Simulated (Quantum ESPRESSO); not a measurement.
Crystal: Ce.

```xyz
1
Lattice="0.0000 2.5806 2.5806 2.5806 0.0000 2.5806 2.5806 2.5806 0.0000" Properties=species:S:1:pos:R:3 pbc="T T T"
Ce    0.0000    0.0000    0.0000
```

Base run:

```yaml
Program: Quantum ESPRESSO 7.5
Functional: LDA
Potentials_or_basis: SSSP 1.3 efficiency PBE
Cutoff: 748 eV
Density_cutoff: 5987 eV
k_mesh: 9 × 9 × 9
Occupations: fermi-dirac, width 0.05 eV
Spin: collinear spin, ferromagnetic start
Starting_moments: "[1.0] μB"
```

Its results: band gap on the k mesh none (metal or under the smearing width); pressure -9.5 GPa; net moment 0.45 μB per cell; site moments Ce +0.41 μB.

Q: The run is repeated on the same cell with these changes: functional from LDA to PBEsol. What comes out?

A: Band gap on the k mesh none (metal or under the smearing width); pressure -7.6 GPa; net moment 0.76 μB per cell; site moments Ce +0.67 μB.

PBEsol binds less tightly than LDA, so the same cell stands under more pressure.

Caveats: the potentials were made for another functional, which shifts forces and pressure; the magnetic or orbital state may not be the lowest; spin-orbit coupling is left out, which moves the levels of the heavy elements.
